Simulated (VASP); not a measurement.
Computed with PBE GGA, VASP's PBE PAW potentials (set 64) (plane waves; VASP).

VASP input:

### POSCAR
```
CsCl
1
    3.7926978036    -0.0000000000    -0.0000000000
   -0.0000000000     3.7926978036     0.0000000000
   -0.0000000000     0.0000000000     3.7926978036
Cs Cl
1 1
Direct
  0.0000000000   0.0000000000   0.0000000000
  0.5000000000   0.5000000000   0.5000000000
```

### INCAR
```
PREC = Accurate
EDIFFG = -0.02
IBRION = 2
SYSTEM = CsCl
EDIFF = 1E-6   # SCF stop (eV)
ISIF = 3
SIGMA = 0.05
LWAVE = .FALSE.
ENCUT = 500
PSTRESS = 100   # kbar
ISMEAR = 0   # Gaussian
LCHARG = .FALSE.
ALGO = Normal   # blocked Davidson
LASPH = .TRUE.
NSW = 40   # most ionic steps
GGA = PE   # PBE
NELM = 100
LMAXMIX = 4
LREAL = .FALSE.
```

File KPOINTS:
```
Automatic mesh
0
Gamma
7 7 7
0 0 0
```

POTCAR, in this order: Cs_sv Cl (PBE.64 set). Program: vasp_std.

The run wrote:

File OSZICAR:
```
       N       E                     dE             d eps       ncg     rms          rms(c)
DAV:   1     0.100185005063E+03    0.10019E+03   -0.72355E+03   480   0.115E+03
DAV:   2    -0.103916355829E+01   -0.10122E+03   -0.94256E+02   784   0.193E+02
DAV:   3    -0.639692768991E+01   -0.53578E+01   -0.53440E+01   616   0.532E+01
DAV:   4    -0.644221280878E+01   -0.45285E-01   -0.45266E-01   572   0.584E+00
DAV:   5    -0.644282597282E+01   -0.61316E-03   -0.61303E-03   612   0.681E-01    0.279E+00
DAV:   6    -0.611570372929E+01    0.32712E+00   -0.57141E-01   544   0.513E+00    0.193E+00
DAV:   7    -0.608032437565E+01    0.35379E-01   -0.21450E-01   620   0.294E+00    0.116E+00
DAV:   8    -0.608178682416E+01   -0.14624E-02   -0.16040E-02   564   0.984E-01    0.119E-01
DAV:   9    -0.608158282698E+01    0.20400E-03   -0.17224E-03   596   0.293E-01    0.810E-02
DAV:  10    -0.608169637382E+01   -0.11355E-03   -0.24519E-04   556   0.127E-01    0.256E-02
DAV:  11    -0.608170881057E+01   -0.12437E-04   -0.36616E-05   600   0.491E-02    0.673E-03
DAV:  12    -0.608170783575E+01    0.97482E-06   -0.40580E-06   580   0.157E-02
   1 F= -.26765744E+01 E0= -.26765744E+01  d E =-.267657E+01
```

### OUTCAR
```
------------------------ aborting loop because EDIFF is reached ----------------------------------------
  FORCE on cell =-STRESS in cart. coord.  units (eV):
  Direction    XX          YY          ZZ          XY          YZ          ZX
  --------------------------------------------------------------------------------------
  Total        3.4030982      3.4030982      3.4030982      0.0000000      0.0000000     -0.0000000
  in kB       99.9402305     99.9402305     99.9402305      0.0000000      0.0000000     -0.0000000
  external PRESSURE =      -0.0597695 kB  Pullay stress =     100.0000000 kB
  volume of cell :       54.56
      direct lattice vectors                 reciprocal lattice vectors
     3.792697804  0.000000000  0.000000000     0.263664561  0.000000000  0.000000000
     0.000000000  3.792697804  0.000000000     0.000000000  0.263664561  0.000000000
     0.000000000  0.000000000  3.792697804     0.000000000  0.000000000  0.263664561
 POSITION                                       TOTAL-FORCE (eV/Angst)
 -----------------------------------------------------------------------------------
      0.00000      0.00000      0.00000         0.000000      0.000000      0.000000
      1.89635      1.89635      1.89635         0.000000      0.000000      0.000000
 -----------------------------------------------------------------------------------
    total drift:                               -0.000000      0.000000      0.000000
  FREE ENERGIE OF THE ION-ELECTRON SYSTEM (eV)
  ---------------------------------------------------
  free  energy   TOTEN  =        -6.0817078357 eV

  energy  without entropy=       -6.0817078357  energy(sigma->0) =       -6.08170784
  enthalpy is  TOTEN    =        -2.6765743769 eV   P V=        3.4051334589

 reached required accuracy - stopping structural energy minimisation
```
(Selected blocks of OUTCAR.)

The compound is CsCl in the CsCl type structure. It was relaxed first under an external pressure of 10 GPa.
